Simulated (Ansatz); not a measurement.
# TaN (P6_3/mmc) in Ansatz: a series of runs, part 2 of 2

Ansatz 0.2.0. Earlier steps stand in the parts before.

## 4. Relaxation of cell and atoms, PBEsol+D3(BJ)

input.yaml

```yaml
crystal:
  lattice:
    - [2.9217699809, 0.0, 0.0]
    - [-1.4608849905, 2.5303270275, 0.0]
    - [0.0, 0.0, 5.916515]
  atoms:
    - { symbol: Ta, position: [0.0, 0.0, 0.5] }
    - { symbol: Ta, position: [0.0, 0.0, 0.0] }
    - { symbol: "N", position: [0.3333333333, 0.6666666667, 0.25] }
    - { symbol: "N", position: [0.6666666667, 0.3333333333, 0.75] }
hamiltonian:
  xc: pbesol
  pseudopotentials: { kind: paw }
  dispersion: d3bj
kpoints:
  mp_grid: { grid: [10, 10, 5] }
scf:
  occupations: { method: fermi_dirac, width: 0.05 }
output:
  forces: true
  stress: true
  eigenvalues: true
  write_density: true
  write_potential: true
  elf: true
  volumetric_format: npy
relax:
  f_tol: 0.01
  max_steps: 40
  cell: { stress_tol: 0.05 }
```

Potentials or basis: Ansatz PAW.

On the command line:

```bash
$ ansatz run input.yaml --threads 2 --pin off --max-ram 5632MiB --backend cpu --events-out ev --progress --plain --runs-dir out
```

Output:

```text
Warning: RAYON_NUM_THREADS=2 ignored (pool sized by the plan → 2); use --threads N
Engine: ansatz 0.2.0, aarch64-unknown-linux-gnu
Pseudopotentials: kind: paw
Pseudopotential: Ta, paw, valence charge 13, recommended cutoff 420 eV (normal), Ta.paw.azcp
Pseudopotential: N, paw, valence charge 5, recommended cutoff 420 eV (normal), N.paw.azcp
Functional definition: PBEsol
  exchange = pbesol_x
  correlation = pbesol_c
Crystal: 4 atoms, lattice volume = 43.741 Å³
Basis set: ecut = 420 eV, 847 PW (Γ), exchange–correlation on 40×40×80 points (8 copies of the dense FFT grid, shifted against one another)
Bands: 22, of which v1, the nominal top of the filled ones, is band 18 counted from 1 (17 counted from 0)
Symmetry: 24 space group operations
Space group: P63/mmc (ITA 194), of the structure as read, at distance tolerance 3.5e-5 Å
k-points: 42 of 500
Non-local potential: Ta, projectors of the file, l = 0: 3, l = 1: 2, l = 2: 2, l = 3: 1
Non-local potential: N, projectors of the file, l = 0: 2, l = 1: 2, l = 2: 1
PAW form: soft (Blöchl's): semilocal exchange-correlation on the pseudo side does not see the compensation charge
PAW frozen core: Ta, regenerated for the run's functional, and the local potential with it (the file was generated under x = pbe(κ = 0.804, μ = 0.2195149727645171), c = pbe(β = 0.06672455060314922))
PAW frozen core: N, regenerated for the run's functional, and the local potential with it (the file was generated under x = pbe(κ = 0.804, μ = 0.2195149727645171), c = pbe(β = 0.06672455060314922))
PAW one-centre angular grid: Ta, 590 points (default); XC on 64 Gauss nodes
PAW one-centre angular grid: N, 110 points (default); XC on 64 Gauss nodes
Initial density: superposition of atomic densities (neutral atoms: chi_scale 0, normalization atom), corrected by the library's trained network
Initial wavefunctions: pseudopotential atomic-orbital guess
Functional: x = pbesol(κ = 0.804, μ = 0.12345679012345678), c = pbesol(β = 0.046)
SCF iter   1: F=—  HF=-20376.243880 eV  |F-HF|=—  |Δ(HF+E_count)|=         —  Δρ=1.74e-2  dr2=1.13e-1  ethr=1.77e-3  ⟨swp⟩=5.8  Hψ=4205  notcnv=0
preconditioner: auto → Kerker (q_TF=auto, 2.641 Å⁻¹)  [metal: Δε(μ)=0.050 eV  Ē_g=9.285 eV  σ=0.050 eV  W_gap=0.24  n_scr=10 (ndim 8)  ℏωp=25.1 eV  f_vac=0.000  D(μ)=1.22/eV (n_scr^D=4)]
SCF iter   2: F=—  HF=-20376.217604 eV  |F-HF|=—  |Δ(HF+E_count)|=   2.63e-2  Δρ=4.78e-3  dr2=7.63e-3  ethr=3.13e-4  ⟨swp⟩=2.2  Hψ=1644  notcnv=0
SCF iter   3: F=—  HF=-20376.215987 eV  |F-HF|=—  |Δ(HF+E_count)|=   1.62e-3  Δρ=2.60e-3  dr2=2.59e-3  ethr=2.12e-5  ⟨swp⟩=1.1  Hψ=942  notcnv=0
SCF iter   4: F=—  HF=-20376.215166 eV  |F-HF|=—  |Δ(HF+E_count)|=   8.22e-4  Δρ=3.70e-4  dr2=5.85e-5  ethr=7.19e-6  ⟨swp⟩=2.2  Hψ=1369  notcnv=0
SCF iter   5: F=—  HF=-20376.215177 eV  |F-HF|=—  |Δ(HF+E_count)|=   1.10e-5  Δρ=9.86e-5  dr2=3.55e-6  ethr=1.62e-7  ⟨swp⟩=2.0  Hψ=1288  notcnv=0
SCF iter   6: F=-20376.215176 eV  HF=-20376.215176 eV  |F-HF|=8.09e-9  |Δ(HF+E_count)|=   2.00e-7  Δρ=1.56e-5  dr2=8.45e-8  ethr=2.78e-10  ⟨swp⟩=7.5  Hψ=6565  notcnv=0
SCF 1 converged in 6 iterations: F = -20376.215176 eV  dr2 = 8.45e-8
relax step   1: F+E_penalty+E_count = -20376.21517637 eV  Δ(F+E_penalty+E_count) = +0.000e0 eV  max|allowed force component| = 1.018e-16 eV/Å  Δτ_max = 0.0000 Å  P = -17.113 GPa  Ω = 43.741 Å³  (6 SCF iters, dr2 threshold 1.00e-7 eV, accepted)
Crystal: 4 atoms, lattice volume = 40.040 Å³
Basis set: ecut = 420 eV, 787 PW (Γ), exchange–correlation on 40×40×80 points (8 copies of the dense FFT grid, shifted against one another)
Initial density: handed on by an earlier stage of this run
Initial wavefunctions: those handed on with the density
iter 1 solved again at ethr=1.38e-4 eV; its pass at ethr=3.10e-3 eV (dr2=4.97e-2 eV) is discarded
SCF iter   1: F=—  HF=-20376.262804 eV  |F-HF|=—  |Δ(HF+E_count)|=         —  Δρ=1.20e-2  dr2=5.05e-2  ethr=1.38e-4  ⟨swp⟩=1.1  Hψ=6226  notcnv=0
preconditioner: auto → Kerker (q_TF=auto, 2.680 Å⁻¹)  [metal: Δε(μ)=0.032 eV  Ē_g=9.973 eV  σ=0.050 eV  W_gap=0.15  n_scr=10 (ndim 8)  ℏωp=26.2 eV  f_vac=0.000  D(μ)=1.34/eV (n_scr^D=4)]
[... 60 lines left out ...]
SCF iter   2: F=—  HF=-20376.338208 eV  |F-HF|=—  |Δ(HF+E_count)|=   3.51e-5  Δρ=7.98e-6  dr2=3.39e-8  ethr=1.99e-10  ⟨swp⟩=2.0  Hψ=1413  notcnv=0
SCF iter   3: F=—  HF=-20376.338208 eV  |F-HF|=—  |Δ(HF+E_count)|=   1.10e-8  Δρ=1.38e-6  dr2=4.19e-10  ethr=9.42e-11  ⟨swp⟩=2.0  Hψ=1358  notcnv=0
SCF iter   4: F=—  HF=-20376.338208 eV  |F-HF|=—  |Δ(HF+E_count)|=  1.16e-10  Δρ=4.23e-7  dr2=4.36e-11  ethr=1.00e-12  ⟨swp⟩=6.5  Hψ=4622  notcnv=0
SCF iter   5: F=-20376.338208 eV  HF=-20376.338208 eV  |F-HF|=3.64e-12  |Δ(HF+E_count)|=  1.46e-11  Δρ=7.52e-8  dr2=1.56e-12  ethr=1.00e-12  ⟨swp⟩=5.4  Hψ=3808  notcnv=0
SCF 8 converged in 5 iterations: F = -20376.338208 eV  dr2 = 1.56e-12
relax step   8: F+E_penalty+E_count = -20376.33820827 eV  Δ(F+E_penalty+E_count) = +6.032e-5 eV  max|allowed force component| = 2.116e-16 eV/Å  Δτ_max = 0.0000 Å  P = -0.002 GPa  Ω = 41.537 Å³  stress off target by 2.15e-3 GPa  SCF on the basis re-selected at this cell (its energy is not comparable with the rows above)  (5 SCF iters)
basis re-selected at this cell: Δ(F+E_penalty+E_count) = +6.032e-5 eV, ΔP = -0.001 GPa vs the last step (what re-selecting the basis moved, of the pressure what is left beyond the Pulay correction that the steps carried, after the strain that the cell walked since its last selection, with what the two solves' SCF thresholds leave and, on support functions, any second-order correction that the steps lacked; it is no measure of the basis error at this ecutwfc). This SCF's stress stands 2.15e-3 GPa from its target on what of the cell is left free (relax.cell.stress_tol is 5.00e-2 GPa) and its largest allowed force component is 2.12e-16 eV/Å (relax.f_tol is 1.00e-2 eV/Å): within both
SCF converged after 5 iterations
Free energy (F): -20376.338208 eV
Harris-Foulkes:  -20376.338208 eV  (|F-HF|=3.64e-12)
Internal energy: -20376.328406 eV  (E = F + TS)
E sigma→0 (E₀):  -20376.333307 eV
Entropy (-TS):   -0.009802 eV (-2.450 meV/atom)
Fermi energy:    20.914437 eV
--- Per-component energies (eV) ---
  E_band       = -77.894273
  E_kinetic    = 1003.898795
  E_local      = -1153.784457  (includes V_loc(G=0)·N_el)
  E_nonlocal   = 126.900771
  E_hartree    = 390.765111
  E_xc         = -557.404626
  E_vxc        = -565.433033  (∫ρ·V_xc dr)
  E_paw        = -16791.639534  (= ΣΔE_a)
  E_vpaw       = -271.006914  (= ΣTr[D̂ρ^β])
  E_aug_tail   = 0.000346  (compensation charges beyond the density's cutoff)
  E_ewald      = -3393.642010
  E_disp       = -1.906295  (pairwise vdW)
  E_core_change = 0.483491  (= ΣΔE_core)
  E_smearing   = -0.009802  (= −TS)
  E_closure    = 0.000000  (closes the sum)
  Σ components = -20376.338208   (vs F -20376.338208, Δ=0.00e0)
--- Forces (eV/Å), atoms counted from 1 ---
  atom   1  Ta    -0.00000000    -0.00000000     0.00000000
  atom   2  Ta     0.00000000    -0.00000000    -0.00000000
  atom   3  N     -0.00000000    -0.00000000     0.00000000
  atom   4  N      0.00000000     0.00000000    -0.00000000
  max |Σ_I F_I| component: 3.70e-17 eV/Å
--- Stress (GPa, compression-positive) ---
       -0.002153      -0.000000      -0.000000
        0.000000      -0.002153       0.000000
       -0.000000       0.000000      -0.001338
  P = ⅓ Tr σ = -0.0019 GPa (-0.019 kbar)
--- Band table (eV; the first three rows and the last of 42) ---
  k-point 0: bands = ["-47.3534", "-47.3072", "-14.6139", "-13.7101", "-13.4049", "-13.4049", "-13.3315", "-13.3315", "3.0807", "5.7399", "11.3818", "15.8902", "15.8902", "16.3897", "17.3577", "18.9044", "18.9044", "20.6642", "20.6642", "21.5028", "21.5028", "23.4045"]
  k-point 1: bands = ["-47.3490", "-47.3116", "-14.5334", "-13.8029", "-13.3980", "-13.3980", "-13.3386", "-13.3386", "3.2911", "5.4036", "11.8292", "15.5571", "16.0586", "16.0586", "18.1309", "18.2707", "18.2707", "21.2808", "21.2808", "21.6216", "21.6216", "22.6320"]
  k-point 2: bands = ["-47.3374", "-47.3232", "-14.3174", "-14.0388", "-13.3797", "-13.3797", "-13.3571", "-13.3571", "3.8661", "4.6527", "12.9132", "14.2483", "16.5508", "16.5508", "17.3236", "17.3236", "19.4300", "21.0328", "21.8874", "21.8874", "21.9230", "21.9230"]
  k-point 41: bands = ["-47.2219", "-47.2086", "-14.3707", "-14.3247", "-14.1304", "-14.0899", "-13.9942", "-13.7646", "5.5113", "5.6330", "13.4352", "13.5635", "14.3302", "14.8518", "15.1912", "15.8475", "20.3270", "20.4489", "22.8528", "23.4487", "24.6407", "24.8618"]
--- Relaxed structure (6 steps of the walk, 6 accepted, 2 SCFs on fresh bases) ---
  F+E_penalty+E_count = -20376.33820827 eV   max|allowed force component| = 2.116e-16 eV/Å   (the final SCF, on the basis selected at the relaxed cell)
  cell:  # Å, volume = 41.5373 Å³
    - [2.8698544737307956, 2.8354578962903794e-11, -1.789150598266609e-29]
    - [-1.4349272368899537, 2.485366879401113, -1.5675509406661455e-18]
    - [-1.649353511052489e-32, -3.665312251349144e-18, 5.823557485592557]
  atoms:
    - { symbol: Ta, position: [1.925929944387236e-34, -9.62964972193618e-35, 0.49999999999999994] }
    - { symbol: Ta, position: [1.4691402383699648e-34, -3.3958879143601475e-34, 1.491955807054462e-35] }
    - { symbol: N, position: [0.3333333333333333, 0.6666666666666666, 0.24999999999999997] }
    - { symbol: N, position: [0.6666666666666667, 0.3333333333333333, 0.75] }
```

rho_z.tsv:

```text
# z_ang	rho[e/angstrom^3]
# format = ansatz-planar-average/11
# lattice	2.869854474	0.000000000	-0.000000000
# lattice	-1.434927237	2.485366879	-0.000000000
# lattice	-0.000000000	-0.000000000	5.823557486
# sites	4
# site	73	-0.000000000	-0.000000000	2.911778743
# site	73	0.000000000	-0.000000000	0.000000000
# site	7	-0.000000000	1.656911253	1.455889371
# site	7	1.434927237	0.828455626	4.367668114
0.000000	1.340102e0
0.145589	1.309855e0
0.291178	1.203584e0
0.436767	1.013646e0
0.582356	7.907144e-1
0.727945	6.201100e-1
[... 32 lines left out ...]
5.532380	1.203584e0
5.677969	1.309855e0
```

v_z.tsv:

```text
# z_ang	v_es[eV]	v_tot[eV]
# format = ansatz-planar-average/11
# xc	pbesol
# density_cutoff_ev	1680
# datasets	Ta=:simpson_from_first_knot:soft:shift=-1016877	N=:simpson_from_first_knot:soft:shift=-194789
# lattice	2.869854474	0.000000000	-0.000000000
# lattice	-1.434927237	2.485366879	-0.000000000
# lattice	-0.000000000	-0.000000000	5.823557486
# sites	4
# site	73	-0.000000000	-0.000000000	2.911778743
# site	73	0.000000000	-0.000000000	0.000000000
# site	7	-0.000000000	1.656911253	1.455889371
# site	7	1.434927237	0.828455626	4.367668114
0.000000	-1.853492e0	-1.785855e1
0.145589	-9.618059e-1	-1.679873e1
0.291178	1.502778e0	-1.383698e1
0.436767	4.945942e0	-9.636201e0
0.582356	8.627427e0	-5.106276e0
0.727945	1.176417e1	-1.279277e0
[... 32 lines left out ...]
5.532380	1.502778e0	-1.383698e1
5.677969	-9.618059e-1	-1.679873e1
```

It took 11 s on 2 threads of Arm Neoverse V1, shared host; peak memory 0.34 GiB.

What came out:

```
Free energy                            : -20376.3382 eV
Relaxed volume                         : 10.38 Å³/atom
Relaxed cell                           : a = 2.870 Å, b = 2.870 Å, c = 5.824 Å, α = 90.00°, β = 90.00°, γ = 120.00°
Space group after relaxing (to 0.05 Å) : P6_3/mmc (No. 194)
Energy gained by relaxing              : 30.8 meV/atom
Ionic steps                            : 8
Pressure after relaxing                : 0.0 GPa
Band gap on the k mesh                 : none (metal or under the smearing width)
```

Step by step:
```tsv
step	energy change (eV)	largest force (eV/Å)	volume (Å³)
1	0.0000	0.0000	43.74
2	-0.0340	0.0000	40.04
3	-0.1253	0.0000	41.61
4	-0.1280	0.0000	41.58
5	-0.1280	0.0000	41.56
6	-0.1230	0.0000	41.56
7	-0.1231	0.0000	41.54
8	-0.1230	0.0000	41.54
```

Final structure:
```xyz
4
Lattice="2.8699 0.0000 0.0000 -1.4349 2.4854 0.0000 0.0000 0.0000 5.8236" Properties=species:S:1:pos:R:3 pbc="T T T"
Ta    0.0000    0.0000    2.9118
Ta    0.0000    0.0000    0.0000
N     0.0000    1.6569    1.4559
N     1.4349    0.8285    4.3677
```

Levels at points of the mesh, in eV from the Fermi level:
| k point | band 15 | band 16 | band 17 | band 18 | band 19 | band 20 | band 21 | band 22 |
| --- | --- | --- | --- | --- | --- | --- | --- | --- |
| (0.00, 0.00, 0.00) | -3.56 | -2.01 | -2.01 | -0.25 | -0.25 | 0.59 | 0.59 | 2.49 |
| (0.00, -0.50, 0.00) | -4.14 | -3.95 | -2.83 | -2.27 | 3.02 | 4.35 | 5.21 | 5.62 |

Caveat: the plane-wave basis is chosen anew once the cell has moved, so the energies of steps on either side of that aren't comparable; the pressure holds a Pulay correction of +0.5 GPa for the finite cutoff; pairwise dispersion overbinds metals, which lowers pressure and volume; the PAW data sets come from PBE, with cores solved anew for the run's functional, which leaves a small shift of forces and pressure.

## 5. Relaxation of cell and atoms, PBEsol+D4

input.yaml: that of step 4 with these lines changed.

```diff
@@ -13,3 +13,3 @@
   pseudopotentials: { kind: paw }
-  dispersion: d3bj
+  dispersion: d4
 kpoints:
@@ -22,6 +22,2 @@
   eigenvalues: true
-  write_density: true
-  write_potential: true
-  elf: true
-  volumetric_format: npy
 relax:
```

On the command line:

```bash
$ ansatz run input.yaml --threads 2 --pin off --max-ram 5632MiB --backend cpu --events-out ev --progress --plain --runs-dir out
```

It took 12 s on 2 threads of Arm Neoverse V1, shared host; peak memory 0.34 GiB.

It converged, with:

| Quantity | Value |
| --- | --- |
| Free energy | -20375.1799 eV |
| Relaxed volume | 10.51 Å³/atom |
| Relaxed cell | a = 2.883 Å, b = 2.883 Å, c = 5.842 Å, α = 90.00°, β = 90.00°, γ = 120.00° |
| Space group after relaxing (to 0.05 Å) | P6_3/mmc (No. 194) |
| Energy gained by relaxing | 17.8 meV/atom |
| Ionic steps | 8 |
| Pressure after relaxing | 0.0 GPa |
| Band gap on the k mesh | none (metal or under the smearing width) |

The path:
```tsv
step	energy change (eV)	largest force (eV/Å)	volume (Å³)
1	0.0000	0.0000	43.74
2	-0.0295	0.0000	40.94
3	-0.0734	0.0000	42.09
4	-0.0750	0.0000	42.09
5	-0.0751	0.0000	42.07
6	-0.0711	0.0000	42.07
7	-0.0711	0.0000	42.05
8	-0.0710	0.0000	42.05
```

Final structure:
```
Ta N
1.0
     2.88298    0.00000    0.00000
    -1.44149    2.49673    0.00000
     0.00000    0.00000    5.84199
Ta N
2 2
Cartesian
  0.0000 0.0000 2.9210
  0.0000 0.0000 0.0000
  0.0000 1.6645 1.4605
  1.4415 0.8322 4.3815
```

Levels at points of the mesh, in eV from the Fermi level:
| k point | band 15 | band 16 | band 17 | band 18 | band 19 | band 20 | band 21 | band 22 |
| --- | --- | --- | --- | --- | --- | --- | --- | --- |
| (0.00, 0.00, 0.00) | -3.54 | -2.01 | -2.01 | -0.25 | -0.25 | 0.57 | 0.57 | 2.47 |
| (0.00, -0.50, 0.00) | -4.14 | -3.89 | -2.83 | -2.23 | 2.97 | 4.25 | 5.10 | 5.50 |

Caveat: the plane-wave basis is chosen anew once the cell has moved, so the energies of steps on either side of that aren't comparable; the pressure holds a Pulay correction of +0.5 GPa for the finite cutoff; pairwise dispersion overbinds metals, which lowers pressure and volume; the PAW data sets come from PBE, with cores solved anew for the run's functional, which leaves a small shift of forces and pressure.

## 6. The runs side by side

| task | level | cell | smearing | gap on the mesh (eV) | pressure (GPa) | relaxed volume (Å³/atom) |
| --- | --- | --- | --- | --- | --- | --- |
| single point | PBE | as given | gaussian 0.014 eV | none | -1.1 | - |
| single point | PBE | as given | gaussian 0.015 eV | none | -1.1 | - |
| relaxation of cell and atoms | PBEsol+D3(BJ) | relaxed | fermi-dirac 0.05 eV | none | 0.0 | 10.38 |
| relaxation of cell and atoms | PBEsol+D4 | relaxed | fermi-dirac 0.05 eV | none | 0.0 | 10.51 |

Alike in all rows: potentials or basis Ansatz PAW; no spin polarisation; k mesh 10 × 10 × 5; cutoff (eV) 420.

Caveats: the plane-wave basis is chosen anew once the cell has moved, so the energies of steps on either side of that aren't comparable (some runs); pairwise dispersion overbinds metals, which lowers pressure and volume (some runs); the PAW data sets come from PBE, with cores solved anew for the run's functional, which leaves a small shift of forces and pressure (some runs).

Total energies depend on the potentials used, so only differences within one code and one set of settings carry meaning.
